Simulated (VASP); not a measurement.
Wanted: the native input for a VASP 6.6.1 run.

```
Task                   : single point
Functional             : PBE
Potentials or basis    : VASP PAW PBE potentials, release 64 (C, H)
Cutoff                 : 520 eV
k mesh                 : 2 × 2 × 1
Occupations            : fermi-dirac, width 0.02 eV
Spin                   : no spin polarisation
Dipole correction      : no
Further INCAR settings : LREAL = Auto; ALGO = Fast; EDIFF = 1e-06; NBANDS = 55
```

The structure of H2C19 lies in POSCAR:

```
H2C19
1.0
    7.3980000000      0.0000000000      0.0000000000
   -3.6990000000      6.4068560000      0.0000000000
    0.0000000000      0.0000000000     12.0000000000
C H
19 2
Direct
   -0.0174415697     -0.0079800189      0.0803659501
    0.2060330129      0.1037582364      0.0803164646
   -0.0174286421      0.3260514620      0.0804001577
    0.2060537684      0.4377923178      0.0803849752
   -0.0269162343      0.6542799050      0.1127951923
    0.2156272447      0.7755467930      0.1128147314
    0.3206327721     -0.0021686331      0.0838283762
    0.5377066224      0.1032409560      0.0734675156
    0.3180178427      0.3267524313      0.0761513987
    0.5382731214      0.4368608017      0.0750259478
    0.3206206383      0.6582876607      0.0838634467
    0.5376748071      0.7699322727      0.0735050000
    0.6503748901     -0.0070686971      0.0750162521
    0.8705771923      0.1030364442      0.0761539080
    0.6509543906      0.3265932528      0.0734921966
    0.8680392493      0.4320165566      0.0838867169
    0.6509379604      0.6598241125      0.0734721705
    0.8680342743      0.7715207290      0.0838574795
    0.0944941782      0.7149588988      0.2213211276
    0.0944886866      0.5895463009      0.2687293572
    0.0944425944      0.8404367177      0.2686510353
```

The cell was built by a generator and needn't be a form met in nature.

These files were run (other wordings do the same):

INCAR

```
SYSTEM = H2C19
ALGO = Fast
EDIFF = 1E-6
ENCUT = 520
GGA = PE
ISIF = 2
ISMEAR = -1
LASPH = .TRUE.
LCHARG = .FALSE.
LREAL = Auto
LWAVE = .FALSE.
NBANDS = 55
NELM = 80
PREC = Accurate
SIGMA = 0.02
```

KPOINTS

```
k-points
0
G
  2 2 1
  0 0 0
```

Potentials or basis: VASP PAW PBE potentials, release 64 (C, H).

Launch:

```sh
$ cat potpaw_PBE.64/C/POTCAR potpaw_PBE.64/H/POTCAR > POTCAR
$ mpirun -np 1 vasp_std > vasp.out
```

Results of the run:

```
Largest force          : 0.038 eV/Å
Band gap on the k mesh : 0.15 eV, direct
```

Caveat: the k mesh is coarse (spacing up to 0.49 Å⁻¹), so the values aren't converged.

Wall time 2.7 min on 1 thread of Intel(R) Xeon(R) 6975P-C (Granite Rapids) (shared host), peak memory 0.6 GiB.
